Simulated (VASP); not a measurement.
Runs of VASP 6.6.1 on PtSe2 (Sudovikovite). The structure is trigonal, space group P-3m1 (No. 164). Conventional cell: a = 3.724 Å, b = 3.724 Å, c = 5.062 Å, α = 90.00°, β = 90.00°, γ = 120.00°. Pt (site symmetry -3m) is surrounded by 6 Se at 2.49 Å. Se (site symmetry 3m) has 3 Pt at 2.49 Å as nearest neighbours. 

| level | potentials or basis | U | cell | k mesh | smearing | mesh quality | gap on the mesh (eV) | pressure (GPa) | largest force (eV/Å) |
| --- | --- | --- | --- | --- | --- | --- | --- | --- | --- |
| r2SCAN+U | VASP PAW PBE potentials, release 64 (Pt, Se) | Pt d U = 6.0 eV | volume scaled by 1.04 | 8 × 8 × 5 | fermi-dirac 0.05 eV | not flagged | none | -3.3 | 0.30 |
| PBE | VASP PAW PBE potentials, release 64 (Pt, Se) | - | P-3m1, 20.27 Å³/atom | 3 × 3 × 2 | fermi-dirac 0.02 eV | coarse | none | 7.1 | 0.48 |
| LDA | VASP PAW LDA potentials, release 64 (Pt, Se) | - | P-3m1, 21.08 Å³/atom | 8 × 8 × 5 | fermi-dirac 0.05 eV | not flagged | none | -4.9 | 0.21 |
| r2SCAN+U | VASP PAW PBE potentials, release 64 (Pt, Se) | Pt d U = 6.0 eV | volume scaled by 0.94 | 8 × 8 × 5 | fermi-dirac 0.05 eV | not flagged | none | (a) | (b) |
| LDA | VASP PAW LDA potentials, release 64 (Pt, Se) | - | P-3m1, 20.67 Å³/atom | 8 × 8 × 5 | fermi-dirac 0.05 eV | not flagged | none | -2.6 | 0.01 |

Alike in all rows: task single point; no spin polarisation; cutoff (eV) 520.

Problem. Fill in the values left out.

Solution. (a) 10.1; (b) 0.88.

Caveats: some runs use coarse meshes; the PAW data sets were made with another functional, which shifts forces and pressure a little (some runs); U without spin polarisation on a metal has little footing (some runs).

A k mesh can miss the band edges, and the runs leave out spin-orbit coupling on Pt, Se.

A gap of «none» marks a metal or a gap under the smearing width.
